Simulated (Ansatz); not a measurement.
Ir in several cubic structure types, each at its own equilibrium volume.

Theory: Ansatz 0.2.0 development build, PBE, plane waves, PAW datasets (generated soft set 1).

Settings: cutoff 420 eV; no spin polarisation; Fermi–Dirac smearing of 0.0612 eV; k-meshes 49³ (bcc), 34³ (diamond).

**Question.** Rank the structures by energy per atom, lowest first.
A. bcc
B. diamond

**Answer.** A (0.0 meV/atom), B (375 meV/atom).

**Question.** Give the equilibrium volume and bulk modulus of each.

**Answer.** 
| structure | V₀ (Å³/atom) | B₀ (GPa) |
| --- | --- | --- |
| bcc | 15.05 | 307 |
| diamond | 21.58 | 185 |

Only these cubic types are compared here; the real ground state can be another structure or magnetic.

Model structures, not the usual forms at ambient conditions (metastable or hypothetical): Ir (bcc type), Ir (diamond type).
